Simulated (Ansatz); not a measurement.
**SiO2: clamped-ion elastic tensor**

All numbers below come from Ansatz 0.2.0, DFT PBE, scalar-relativistic, plane waves, PAW. Plane waves to 420 eV; Γ-centred k mesh 6×6×6; fixed occupations. No spin polarisation.

Relaxed structure:
```xyz
6
Lattice="-2.5149 2.5149 3.6880 2.5149 -2.5149 3.6880 2.5149 2.5149 -3.6880" Properties=species:S:1:pos:R:3 pbc="T T T"
Si    0.0000    0.0000    0.0000
Si    0.0000    2.5149    1.8440
O     1.2574    2.9759    2.7660
O     0.4610    1.2574    0.9220
O    -1.2574    2.0539    2.7660
O    -0.4610    3.7723    0.9220
```

Q: Give the clamped-ion elastic constants (GPa, Voigt order xx yy zz yz xz xy, on the axes of the cell above).

A:
C11 = 276.8, C12 = 48.2, C13 = 133.7, C22 = 276.8, C23 = 133.7, C33 = 186.1, C44 = 158.9, C55 = 158.9, C66 = 76.7 GPa; the others vanish.

Q: And the moduli of a polycrystal (Hill averages)?

A: B = 152 GPa, G = 89 GPa, E = 223 GPa, ν = 0.26.

This form isn't the usual stable structure of the compound.

Cost: 1 run of about 2.4 core-minutes, on Arm Neoverse V2 (shared hosts).